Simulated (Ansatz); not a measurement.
## Structure types of SnO2 compared at 0.028 GPa

Structure types of SnO2 are relaxed in primitive cells with their symmetry kept at 0.028 GPa, on PAW files; LAPW relaxes the small cells further and takes the PAW cell for the others (marked *). The enthalpy is E + pV at zero temperature, without zero-point motion. Only the types listed were tried, and differences under about 5 meV/atom are mesh noise. The real phase may be another.

Level of theory: DFT with PBE, scalar-relativistic, in Ansatz 0.2.0; Fermi–Dirac smearing of 0.08 eV, no spin polarisation. LAPW: all electrons, basis error target 0.5 meV/atom; PAW: frozen-core files, cutoff 420 eV.

k meshes: rutile 7×7×10, fluorite 11×11×11.

Spin–orbit coupling is left out, which matters for the heavy atoms.

Problem. Which type is lowest in enthalpy, and by how much?

Solution. rutile, 251 meV/atom below fluorite. The whole table:

| start type | ends as | a, b, c (Å) | V (Å³/atom) | H − H(lowest), LAPW (meV/atom) | same, PAW |
| --- | --- | --- | --- | --- | --- |
| rutile* | rutile, P4_2/mnm | 4.827, 4.827, 3.238 | 12.58 | 0.0 | 0.0 |
| fluorite | fluorite, Fm-3m | 5.143, 5.143, 5.143 | 11.33 | 251.4 | 251.9 |
